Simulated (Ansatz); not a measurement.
A single-point calculation of Ga2O3 (C2/m) from a database structure with Ansatz 0.2.0, at the level PBE. The cell was relaxed with r2SCAN and then strained (epitaxial -1.0 % in the xy plane, free normal strain +0.65 %), with the atoms relaxed again with r2SCAN; k points keep the names of the unstrained zone.

```yaml
crystal:
  lattice:
    - [6.0661391547, -1.5043623772, -0.0026304686]
    - [6.0661391547, 1.5043623772, -0.0026304686]
    - [-1.3698023029, 0.0, 5.6779835522]
  atoms:
    - { symbol: Ga, position: [0.3414236716, 0.3414236716, 0.6843122148] }
    - { symbol: Ga, position: [0.6585763284, 0.6585763284, 0.3156877852] }
    - { symbol: Ga, position: [0.9072289688, 0.9072289688, 0.2017713127] }
    - { symbol: Ga, position: [0.0927710312, 0.0927710312, 0.7982286873] }
    - { symbol: O, position: [0.5044158742, 0.5044158742, 0.746128426] }
    - { symbol: O, position: [0.4955841258, 0.4955841258, 0.253871574] }
    - { symbol: O, position: [0.8274178591, 0.8274178591, 0.4379403488] }
    - { symbol: O, position: [0.1725821409, 0.1725821409, 0.5620596512] }
    - { symbol: O, position: [0.1665664389, 0.1665664389, 0.1104191579] }
    - { symbol: O, position: [0.8334335611, 0.8334335611, 0.8895808421] }
kpoints:
  mp_grid: { grid: [8, 8, 4] }
  band_path:
    path:
      - [0.0, 0.0, 0.0]
      - [-0.266303588, 0.266303588, 0.0]
      - [-0.733696412, -0.266303588, 0.0]
      - [-0.5, -0.5, 0.0]
      - [-0.5, -0.5, 0.5]
      - [-0.7419050365, -0.2580949635, 0.5]
      - [-0.2580949635, 0.2580949635, 0.5]
      - [0.0, 0.0, 0.5]
      - [-0.5, 0.0, 0.5]
      - [0.442708, -0.447917, -0.5]
    npoints: 1
hamiltonian:
  xc: pbe
scf:
  occupations: { method: fermi_dirac, width: 0.02 }
  n_extra_bands: 6
output:
  forces: true
  stress: true
  eigenvalues: true
```

The output follows, shortened, with numbered blanks.
```
Pseudopotential: Ga, paw, valence charge 13, recommended cutoff 420 eV (normal)
Pseudopotential: O, paw, valence charge 6, recommended cutoff 420 eV (normal)
Functional definition: PBE
Crystal: 10 atoms, lattice volume = 103.620 Å³
Basis set: ecut = 420 eV, 2009 PW (Γ), FFT grids on a1−a2, a2, a3
Bands: 50, of which v1, the nominal top of the filled ones, is band 44 counted from 1 (43 counted from 0)
Symmetry: 4 space group operations
Space group: C2/m (ITA 12)
k-points: 78 of 256
SCF converged after 7 iterations
Free energy (F): -18539.918525 eV
[1]
--- Per-component energies (eV) ---
  E_band       = -80.287633
  E_kinetic    = 1523.912929
  E_local      = -9049.256951
  E_nonlocal   = 2021.925391
  E_hartree    = 4069.260637
  E_xc         = -713.770478
  E_vxc        = -791.965228
  E_paw        = -8942.718915
  E_vpaw       = -1923.441149
  E_ewald      = -7449.285567
--- Forces (eV/Å), atoms counted from 1 ---
  atom   1  Ga      0.02772      0.00000      0.00451
  atom   2  Ga    -0.02772      0.00000    -0.00451
  atom   3  Ga    -0.02129      0.00000    -0.02489
  atom   4  Ga      0.02129      0.00000      0.02489
  atom   5  O     -0.07162      0.00000    -0.06484
  atom   6  O       0.07162      0.00000      0.06484
  atom   7  O     -0.00220      0.00000      0.05025
  atom   8  O       0.00220      0.00000    -0.05025
  atom   9  O       0.21894      0.00000      0.02466
  atom  10  O     -0.21894      0.00000    -0.02466
--- Stress (GPa, compression-positive) ---
       10.837111       0.000000       0.073359
        0.000000      13.128872       0.000000
        0.073356       0.000000       8.241198
  P = ⅓ Tr σ = 10.7357 GPa (107.357 kbar)
--- Band table (eV; the first three rows and the last of 78) ---
[2]
```

The rows of the band table are 0: (0, 0, 0) = Γ, 1: (0, 0, 1/4), 2: (0, 0, -1/2) = A, 77: (-1/2, -1/2, -1/2) = M₂.

Task: Give the withheld lines. They hold the Fermi energy and the band table.

Result:
```
[1]
Fermi energy:    9.580995 eV
[2]
  k-point 0: bands = […, 7.4524, 7.6877, 7.6883, 7.8553, 8.0436, 8.2754, 10.7970, 14.0363, 15.2571, 15.3122, …]
  k-point 1: bands = […, 7.1755, 7.4408, 7.7043, 7.8226, 7.8350, 8.0720, 11.7300, 14.2388, 15.0067, 15.4980, …]
  k-point 2: bands = […, 6.8691, 6.9257, 7.6568, 7.7199, 7.8916, 8.0259, 13.2317, 13.2702, 15.2151, 15.6988, …]
  k-point 77: bands = […, 7.4682, 7.6601, 7.6930, 7.7772, 7.7802, 8.3096, 13.6273, 13.7328, 14.6736, 15.0099, …]
```
Only the leading digits can be foreseen; the rest is this run's record.

Command: `ansatz run input.yaml --threads 2 --pin off --max-ram 20275MiB --backend cpu --events-out ev --progress --plain --runs-dir out`.

Task: It took 8.6 s on 2 threads of AMD EPYC 7R13 Processor (Zen 3), with other jobs on the host, load about 1.3 per core. What peak of host memory did it reach?

Result: About 0.78 GiB.

The values are computed, spin-unpolarised, and not measurements.
